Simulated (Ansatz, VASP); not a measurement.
Be in VASP and in Ansatz

The input INCAR:

```
SYSTEM = Be
PREC = Accurate
ENCUT = 520
EDIFF = 1E-6
ISMEAR = -1
SIGMA = 0.05
LREAL = .FALSE.
LASPH = .TRUE.
NELM = 100
ALGO = Normal
ISIF = 2
LWAVE = .FALSE.
LCHARG = .TRUE.
GGA = PE
LELF = .TRUE.
LVHAR = .TRUE.
NBANDS = 7
```

Contents of KPOINTS:

```
regular mesh
0
G
  20 20 20
  0 0 0
```

File POSCAR:

```
Be
1.0
   -1.2416767082      1.2416767082      1.2416767082
    1.2416767082     -1.2416767082      1.2416767082
    1.2416767082      1.2416767082     -1.2416767082
Be
1
Direct
    0.0000000000      0.0000000000      0.0000000000
```

Input for Ansatz:

```yaml
crystal:
  lattice:
    - [-1.2416767082, 1.2416767082, 1.2416767082]
    - [1.2416767082, -1.2416767082, 1.2416767082]
    - [1.2416767082, 1.2416767082, -1.2416767082]
  atoms:
    - { symbol: Be, position: [0.0, 0.0, 0.0] }
kpoints:
  mp_grid: { grid: [20, 20, 20] }
scf:
  occupations: { method: fermi_dirac, width: 0.05 }
hamiltonian:
  xc: pbe
  pseudopotentials: { kind: all_electron, lapw: { basis_error: 0.001 } }
output:
  forces: true
  stress: true
  eigenvalues: true
```

Change from the starting cell: volume scaled by 0.98.

Alike in both runs: task single point; functional PBE; k mesh 20 × 20 × 20; occupations fermi-dirac, width 0.05 eV; no spin polarisation.

|  | VASP | Ansatz |
| --- | --- | --- |
| version | VASP 6.6.1 | Ansatz 0.2.0 |
| potentials or method | VASP PAW PBE potentials, release 64 (Be) | all-electron LAPW, scalar-relativistic |
| plane-wave cutoff (eV) | 520 | see its input |

VASP gave:

```
pressure (GPa) : 2.8
```

Question: Estimate Ansatz's values.

Answer: Pressure (GPa): 2.6.

Ansatz ran all-electron here, so the differences hold the error of VASP's frozen core and of both bases.
